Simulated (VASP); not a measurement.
Energy against volume of ZnTe (zinc blende). Computed with HSEsol screened hybrid, VASP's PBE PAW potentials (set 64) (plane waves; VASP).

```csv
V (Å³/atom),E (eV/atom)
26.899,-3.46788
27.785,-3.47426
28.672,-3.47106
29.559,-3.45983
30.446,-3.44151
```

Problem. Fit a third-order Birch-Murnaghan equation of state.

Solution. 
```
Property                                         Value
---------------------------------------  -------------
volume per atom                          27.91 Å³/atom
bulk modulus                                  52.7 GPa
pressure derivative of the bulk modulus           3.85
lattice constant a                             6.067 Å
```

Measured: bulk modulus 51.0 GPa (computed value off by +3.4 %), as given by Determination of phase transition pressures of ZnTe under quasihydrostatic conditions, doi 10.1007/BF00998350 (1994); a 6.104 Å (computed value off by -0.6 %), as given by Martin Albrecht et al., Physical review. B, Condensed matter (1997), arXiv:cond-mat/9706128. The calculation is for a static lattice, while the measured bulk modulus, a hold thermal and zero-point effects, which are part of the difference.

The compound is ZnTe in the zinc blende structure. It was relaxed first. The cell's shape comes from a PBE relaxation.
